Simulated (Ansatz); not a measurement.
# Co (P-3m1) in Ansatz: further runs

Runs on Co. Level: PBE. Tasks: single point.

Everything below comes from runs of Ansatz 0.2.0. Logs are shortened: lines on timing, memory, paths and dates and some standing lists are left out, and cuts for length are marked.

## (1) Starting point

It takes space group P-3m1 (No. 164, trigonal). The conventional cell has a = 2.487 Å, b = 2.487 Å, c = 4.063 Å, α = 90.00°, β = 90.00°, γ = 120.00°. Co (site symmetry 3m) has 12 Co at 2.42 to 2.55 Å as nearest neighbours.

## (2) Single point, PBE, collinear spin, ferromagnetic start

The input, input.yaml:

```yaml
crystal:
  lattice:
    - [2.4873648738, 0.0, 0.0]
    - [-1.2436824369, 2.1541211692, 0.0]
    - [0.0, 0.0, 4.0632895034]
  atoms:
    - { symbol: Co, position: [0.3333333333, 0.6666666667, 0.740139], spin: 1.5 }
    - { symbol: Co, position: [0.6666666667, 0.3333333333, 0.259861], spin: 1.5 }
hamiltonian:
  xc: pbe
  pseudopotentials: { kind: paw }
magnetization:
  spin_polarized: true
  initial_magnetization: 3.0
  spin_locking: { lock_magnetization: hard }
kpoints:
  mp_grid: { grid: [10, 10, 6] }
scf:
  occupations: { method: fermi_dirac, width: 0.05 }
  lower_state_search: "off"
output:
  forces: true
  stress: true
  eigenvalues: true
```

Potentials or basis: Ansatz PAW.

Run with:

```bash
> ansatz run input.yaml --threads 2 --pin off --max-ram 5632MiB --backend cpu --events-out ev --progress --plain --runs-dir out
```

Standard output:

```text
Warning: output.stress: scf.convergence.dr2_threshold = 1e-7 eV (the SCF's general default) is looser than the 2e-10 eV advised for a printed stress (1e-10 eV for each atom of the cell: 2). What an SCF threshold leaves in a stress goes as its square root, and in the free energy as the threshold itself, and one threshold admits the most on a small cell: of the crystals measured, under no hybrid functional and no lock of the moments, on runs that ended without the residual-converged pass, on stresses that held no estimate of that error, the worst erred by over 100 MPa in a component at 1e-7 eV an atom and by under 5 at 1e-10. Set scf.convergence.dr2_threshold to 2e-10 eV or tighter. The threshold is an SCF's pass mark: one that does not reach it within its budget of iterations ends unconverged, or closes short of it on a stop that the run arms, and scf.convergence.dr2_threshold's page says what that costs each kind of run
Warning: RAYON_NUM_THREADS=2 ignored (pool sized by the plan → 2); use --threads N
Engine: ansatz 0.2.0, aarch64-unknown-linux-gnu
Pseudopotentials: kind: paw
Pseudopotential: Co, paw, valence charge 17, recommended cutoff 420 eV (normal), Co.paw.azcp
Functional definition: PBE
  parameter kappa = 0.804
  parameter beta = 0.06672455060314922
  exchange = pbe_x(kappa = kappa, mu = beta*pi^2/3)
  correlation = pbe_c(beta = beta)
Crystal: 2 atoms, lattice volume = 21.771 Å³
Basis set: ecut = 420 eV, 391 PW (Γ), exchange–correlation on 36×36×60 points (8 copies of the dense FFT grid, shifted against one another)
Bands: 23, of which v1, the nominal top of the filled ones, is band 17 counted from 1 (16 counted from 0)
Symmetry: 12 space group operations
Space group: P-3m1 (ITA 164), of the structure as read, at distance tolerance 2.8e-5 Å
Magnetic group: BNS 164.85 (UNI 1315), of the structure as read, at distance tolerance 2.8e-5 Å
k-points: 72 of 600
Non-local potential: Co, projectors of the file, l = 0: 3, l = 1: 2, l = 2: 3, l = 3: 1
PAW form: soft (Blöchl's): semilocal exchange-correlation on the pseudo side does not see the compensation charge
PAW one-centre angular grid: Co, 590 points (default); XC on 64 Gauss nodes
Initial density: superposition of atomic densities (chi_scale 0.1, normalization cell)
Starting moments: Σ|m| = 3 μB on 2 of 2 sites
Initial wavefunctions: pseudopotential atomic-orbital guess
Functional: x = pbe(κ = 0.804, μ = 0.2195149727645171), c = pbe(β = 0.06672455060314922)
iter 1 solved again at ethr=8.40e-4 eV; its pass at ethr=3.10e-3 eV (dr2=2.86e-1 eV) is discarded
SCF iter   1: F=—  HF=-10252.169423 eV  |F-HF|=—  |Δ(HF+E_count)|=         —  Δρ=6.65e-2 (↑2.29e-2 ↓6.65e-2)  dr2=2.86e-1  dr2_m=3.84e-1  M=3.000 μB ∫|m|=3.063 μB  β_m=0.30  ethr=8.40e-4  ⟨swp⟩=1.0  Hψ=16947  notcnv=0
preconditioner: auto → none  [metal: Δε(μ)=0.007 eV  Ē_g=8.181 eV  σ=0.050 eV  W_gap=0.03  n_scr=8 (ndim 8)  ℏωp=33.8 eV  f_vac=0.000  D(μ)=2.32/eV (n_scr^D=34)  sad-step TF]
SCF iter   2: F=—  HF=-10252.188110 eV  |F-HF|=—  |Δ(HF+E_count)|=   1.87e-2  Δρ=4.29e-2 (↑2.75e-2 ↓4.29e-2)  dr2=7.16e-2  dr2_m=2.41e-1  M=3.000 μB ∫|m|=3.112 μB  β_m=0.65  ethr=8.40e-4  ⟨swp⟩=2.3  Hψ=4747  notcnv=0
SCF iter   3: F=—  HF=-10252.369665 eV  |F-HF|=—  |Δ(HF+E_count)|=   1.82e-1  Δρ=4.10e-2 (↑2.38e-2 ↓4.10e-2)  dr2=5.08e-1  dr2_m=1.55e-2  M=3.000 μB ∫|m|=3.269 μB  β_m=0.50  ethr=2.11e-4  ⟨swp⟩=3.0  Hψ=7595  notcnv=0  defer=3
SCF iter   4: F=—  HF=-10252.260318 eV  |F-HF|=—  |Δ(HF+E_count)|=   1.09e-1  Δρ=8.10e-3 (↑8.10e-3 ↓3.14e-3)  dr2=8.73e-3  dr2_m=2.62e-3  M=3.000 μB ∫|m|=3.320 μB  β_m=0.68  ethr=2.11e-4  ⟨swp⟩=2.9  Hψ=7777  notcnv=0  defer=39
SCF iter   5: F=—  HF=-10252.264047 eV  |F-HF|=—  |Δ(HF+E_count)|=   3.73e-3  Δρ=4.24e-3 (↑4.24e-3 ↓2.40e-3)  dr2=5.93e-3  dr2_m=2.14e-4  M=3.000 μB ∫|m|=3.342 μB  β_m=0.64  ethr=2.57e-5  ⟨swp⟩=2.4  Hψ=6080  notcnv=0  defer=46
SCF iter   6: F=—  HF=-10252.263005 eV  |F-HF|=—  |Δ(HF+E_count)|=   1.04e-3  Δρ=5.35e-4 (↑2.91e-4 ↓5.35e-4)  dr2=1.69e-4  dr2_m=1.43e-5  M=3.000 μB ∫|m|=3.348 μB  β_m=0.59  ethr=1.74e-5  ⟨swp⟩=2.0  Hψ=5258  notcnv=0  defer=46
SCF iter   7: F=—  HF=-10252.262966 eV  |F-HF|=—  |Δ(HF+E_count)|=   3.89e-5  Δρ=2.46e-4 (↑1.28e-4 ↓2.46e-4)  dr2=9.08e-6  dr2_m=9.27e-7  M=3.000 μB ∫|m|=3.350 μB  β_m=0.75  ethr=4.98e-7  ⟨swp⟩=2.0  Hψ=4375  notcnv=0  defer=46
SCF iter   8: F=—  HF=-10252.262965 eV  |F-HF|=—  |Δ(HF+E_count)|=   4.23e-7  Δρ=9.49e-5 (↑6.19e-5 ↓9.49e-5)  dr2=2.60e-6  dr2_m=8.50e-8  M=3.000 μB ∫|m|=3.350 μB  β_m=0.88  ethr=2.67e-8  ⟨swp⟩=2.0  Hψ=4485  notcnv=0  defer=46
SCF iter   9: F=-10252.262965 eV  HF=-10252.262965 eV  |F-HF|=7.46e-9  |Δ(HF+E_count)|=   1.42e-7  Δρ=9.12e-6 (↑5.22e-6 ↓9.12e-6)  dr2=1.23e-8  dr2_m=2.13e-9  M=3.000 μB ∫|m|=3.350 μB  ethr=2.94e-10  ⟨swp⟩=4.7  Hψ=13444  notcnv=0
SCF 1 converged in 9 iterations: F = -10252.262965 eV  dr2 = 1.23e-8
SCF converged after 9 iterations
Stability checked in part: among states of this total moment the steps that led to this state did not find it unstable. No probe was made; neither looks for a lower state of another moment (fixed_total_moment; see scf.lower_state_search)
Magnetization: 3.0000 μB (18.5000 up, 15.5000 down)
Absolute magnetization: 3.3515 μB (∫|ρ↑−ρ↓|, with the PAW one-centre terms)
Spin contamination: 0.0555 ħ² per cell (⟨S²⟩ above its minimum at these occupations)
Per-site moments (μB) at R_I (Å): [(1.581927524603761, 0.9994691688402235), (1.5819275246037616, 0.9994691688402235)]
Free energy (F): -10252.262965 eV
Harris-Foulkes:  -10252.262965 eV  (|F-HF|=7.46e-9)
Internal energy: -10252.245466 eV  (E = F + TS)
E sigma→0 (E₀):  -10252.254216 eV
Entropy (-TS):   -0.017499 eV (-8.750 meV/atom)
Fermi energy:    18.506043 (↑ 18.353495, ↓ 18.658591) eV
--- Per-component energies (eV) ---
  E_band       = -490.200439
  E_kinetic    = 907.379606
  E_local      = -5688.398534  (includes V_loc(G=0)·N_el)
  E_nonlocal   = 908.146584
  E_hartree    = 2384.981048
  E_xc         = -317.992121
  E_vxc        = -410.349302  (∫ρ·V_xc dr)
  E_paw        = -3030.201861  (= ΣΔE_a)
  E_vpaw       = -976.948019  (= ΣTr[D̂ρ^β])
  E_aug_tail   = 0.000157  (compensation charges beyond the density's cutoff)
  E_ewald      = -5416.160346
  E_smearing   = -0.017499  (= −TS)
  E_closure    = -0.000000  (closes the sum)
  Σ components = -10252.262965   (vs F -10252.262965, Δ=0.00e0)
--- Forces (eV/Å), atoms counted from 1 ---
  atom   1  Co     0.00000000    -0.00000000     0.55322033
  atom   2  Co    -0.00000000     0.00000000    -0.55322033
  max |Σ_I F_I| component: 9.25e-18 eV/Å
--- Stress (GPa, compression-positive) ---
       -0.481673       0.000000       0.000000
        0.000000      -0.481673      -0.000000
        0.000000      -0.000000      -3.226444
  P = ⅓ Tr σ = -1.3966 GPa (-13.966 kbar)
--- Band table (eV; the first three rows and the last of 144) ---
  k-point 0 ↑: bands = ["-77.3889", "-77.3317", "-40.7879", "-40.5024", "-40.5024", "-40.4613", "-40.4547", "-40.4547", "9.6300", "13.4613", "16.0051", "16.0600", "16.0600", "16.3564", "16.3564", "16.7789", "16.7789", "17.8556", "17.8556", "18.3814", "24.7422", "40.4930", "42.9804"]
  k-point 1 ↑: bands = ["-77.3856", "-77.3351", "-40.7677", "-40.4996", "-40.4996", "-40.4821", "-40.4575", "-40.4575", "9.9040", "13.3831", "15.9293", "16.0032", "16.0032", "16.2932", "16.2932", "16.9235", "16.9235", "17.4422", "17.8383", "17.8383", "26.2487", "40.3067", "41.4993"]
  k-point 2 ↑: bands = ["-77.3769", "-77.3439", "-40.7140", "-40.5370", "-40.4925", "-40.4925", "-40.4647", "-40.4647", "10.6892", "12.9242", "15.7078", "15.9533", "15.9533", "16.1456", "16.1456", "16.2160", "17.2180", "17.2180", "17.7562", "17.7562", "29.4052", "37.2707", "40.7749"]
  k-point 71 ↓: bands = ["-75.3798", "-75.3773", "-38.8432", "-38.8397", "-38.7695", "-38.7389", "-38.6174", "-38.6112", "15.5576", "15.7278", "16.1967", "16.4661", "16.7709", "16.9012", "18.1854", "18.5713", "19.6936", "19.7023", "24.0041", "24.0221", "27.2821", "27.4312", "29.0972"]
```

Run time: 2.9 s. Hardware: 2 threads of Arm Neoverse V1, shared host; peak memory 0.31 GiB.

What came out:

| Property | Result |
| --- | --- |
| Free energy | -10252.2630 eV |
| Pressure | -1.4 GPa |
| Largest force | 0.553 eV/Å |
| Net moment | 3.00 μB per cell |
| Absolute moment | 3.35 μB per cell |
| Site moments | Co +1.58 μB |

Forces in eV/Å, atoms in the order of the input:
```
Co   0.000  0.000  0.553
Co   0.000  0.000 -0.553
```

Caveat: the total moment is fixed, so each spin has its own Fermi level; the thresholds are loose for stress.

## (3) Single point, PBE, collinear spin, ferromagnetic start

The input, input.yaml:

```yaml
crystal:
  lattice:
    - [2.4873648738, 0.0, 0.0]
    - [-1.2436824369, 2.1541211692, 0.0]
    - [0.0, 0.0, 4.0632895034]
  atoms:
    - { symbol: Co, position: [0.3333333333, 0.6666666667, 0.740139], spin: 2.0 }
    - { symbol: Co, position: [0.6666666667, 0.3333333333, 0.259861], spin: 2.0 }
hamiltonian:
  xc: pbe
  pseudopotentials: { kind: paw }
magnetization:
  spin_polarized: true
  initial_magnetization: 4.0
  spin_locking: { lock_magnetization: hard }
kpoints:
  mp_grid: { grid: [10, 10, 6] }
scf:
  occupations: { method: fermi_dirac, width: 0.05 }
  lower_state_search: "off"
output:
  forces: true
  stress: true
  eigenvalues: true
  write_density: true
  write_potential: true
  elf: true
  volumetric_format: npy
```

Potentials or basis: Ansatz PAW.

Run with:

```bash
> ansatz run input.yaml --threads 2 --pin off --max-ram 5632MiB --backend cpu --events-out ev --progress --plain --runs-dir out
```

It took 3.8 s on 2 threads of Arm Neoverse V1, shared host; peak memory 0.32 GiB.

Results (log left out):

| Property | Result |
| --- | --- |
| Free energy | -10252.0337 eV |
| Pressure | 8.4 GPa |
| Largest force | 0.540 eV/Å |
| Net moment | 4.00 μB per cell |
| Absolute moment | 4.13 μB per cell |
| Site moments | Co +2.02 μB |

Forces in eV/Å, atoms in the order of the input:
```
Co   0.000  0.000  0.540
Co   0.000  0.000 -0.540
```

Stress tensor (GPa, compression positive):
```
8.44 0.00 0.00
0.00 8.44 0.00
0.00 0.00 8.22
```

Caveat: the total moment is fixed, so each spin has its own Fermi level; the thresholds are loose for stress.

## (4) Single point, PBE, collinear spin, ferromagnetic start

The input, input.yaml:

```yaml
crystal:
  lattice:
    - [2.4873648738, 0.0, 0.0]
    - [-1.2436824369, 2.1541211692, 0.0]
    - [0.0, 0.0, 4.0632895034]
  atoms:
    - { symbol: Co, position: [0.3333333333, 0.6666666667, 0.740139], spin: 2.5 }
    - { symbol: Co, position: [0.6666666667, 0.3333333333, 0.259861], spin: 2.5 }
hamiltonian:
  xc: pbe
  pseudopotentials: { kind: paw }
magnetization:
  spin_polarized: true
  initial_magnetization: 5.0
  spin_locking: { lock_magnetization: hard }
kpoints:
  mp_grid: { grid: [10, 10, 6] }
scf:
  occupations: { method: fermi_dirac, width: 0.05 }
  lower_state_search: "off"
output:
  forces: true
  stress: true
  eigenvalues: true
```

Run with:

```bash
> ansatz run input.yaml --threads 2 --pin off --max-ram 5632MiB --backend cpu --events-out ev --progress --plain --runs-dir out
```

It took 2.9 s on 2 threads of Arm Neoverse V1, shared host; peak memory 0.31 GiB.

The run converged. Its results:

| Property | Result |
| --- | --- |
| Free energy | -10250.8914 eV |
| Pressure | 23.3 GPa |
| Largest force | 0.973 eV/Å |
| Net moment | 5.00 μB per cell |
| Absolute moment | 5.00 μB per cell |
| Site moments | Co +2.40 μB |

Forces on the atoms (eV/Å):
```
Co   0.000  0.000  0.973
Co   0.000  0.000 -0.973
```

Stress tensor (GPa, compression positive):
```
21.40  0.00  0.00
 0.00 21.40  0.00
 0.00  0.00 27.05
```

Caveat: the total moment is fixed, so each spin has its own Fermi level; the thresholds are loose for stress.

## (5) Overview

```tsv
fixed moment (μB)	pressure (GPa)	moment (μB)	largest force (eV/Å)
3.0	-1.4	3.00	0.55
4.0	8.4	4.00	0.54
5.0	23.3	5.00	0.97
```

Alike in all rows: task single point; level PBE; potentials or basis Ansatz PAW; spin collinear, ferromagnetic start; cell as given; k mesh 10 × 10 × 6; cutoff (eV) 420; smearing fermi-dirac 0.05 eV.

Caveats: the total moment is fixed, so each spin has its own Fermi level; the thresholds are loose for stress.

Total energies depend on the potentials used, so only differences within one code and one set of settings carry meaning.
